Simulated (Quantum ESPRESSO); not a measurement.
# Al: equation of state with r2SCAN

**Experimental background.**

“The interpretation of polycrystalline coherent inelastic neutron scattering from aluminium”, 2013, pmc:3831299 quotes, for a bulk crystal of Al: bulk modulus 76.9 GPa.

Crystal: Al.

```
Al
1.0
     0.00000    2.02481    2.02481
     2.02481    0.00000    2.02481
     2.02481    2.02481    0.00000
Al
1
Cartesian
  0.0000 0.0000 0.0000
```

| Property | Result |
| --- | --- |
| Program | Quantum ESPRESSO 7.5 |
| Task | equation of state |
| Functional | r2SCAN |
| Potentials or basis | SG15 PBE 1.2 |
| Cutoff | 1020 eV |
| Density cutoff | 4082 eV |
| k mesh | 8 × 8 × 8 |
| Occupations | fermi-dirac, width 0.05 eV |
| Spin | no spin polarisation |

```yaml
Equilibrium_volume: 16.26 Å³/atom
Bulk_modulus: 89 GPa
Pressure_derivative_of_the_bulk_modulus: 4.4
```

Energy against volume, from the lowest point:
```csv
volume (Å³/atom),energy (meV/atom)
15.607,7.97
15.939,1.89
16.271,0.00
16.603,1.90
16.935,7.18
17.267,15.45
17.599,26.48
```

All runs of the series together: 3.6 min on 4 threads of Arm Neoverse V1, on a shared host.

Measured bulk modulus of Al: 76.9 GPa (quoted in “The interpretation of polycrystalline coherent inelastic neutron scattering from aluminium”, 2013, pmc:3831299). This calculation gives 89 GPa (+15.9 %). The fit is for a static lattice scaled at fixed shape and fixed fractional positions.

Caveat: the k mesh is coarse; the potentials were made for another functional, which shifts forces and pressure.
